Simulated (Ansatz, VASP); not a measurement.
One calculation of SrO, two programs

```
Sr O
1.0
     0.00000    2.74911    2.74911
     2.74911    0.00000    2.74911
     2.74911    2.74911    0.00000
Sr O
1 1
Direct
  0.00000 0.00000 0.00000
  0.25000 0.25000 0.25000
```

Alike in both runs: task single point; functional PBE; k mesh 6 × 6 × 6; no spin polarisation.

|  | VASP | Ansatz |
| --- | --- | --- |
| version | VASP 6.6.1 | Ansatz 0.2.0 |
| potentials or method | VASP PAW PBE potentials, release 64 (Sr_sv, O) | plane waves, PAW |
| plane-wave cutoff (eV) | 520 | 420 |
| occupations | gaussian, width 0.01 eV | fixed |
| valence electrons in the cell | 16 | 16 |

|  | VASP | Ansatz | Ansatz less VASP |
| --- | --- | --- | --- |
| gap on the k mesh at the Fermi level (eV) | 2.65 | 2.64 | -0.006 |
| pressure (GPa) | 4.9 | 4.3 | -0.58 |

A k mesh can miss the band edges.
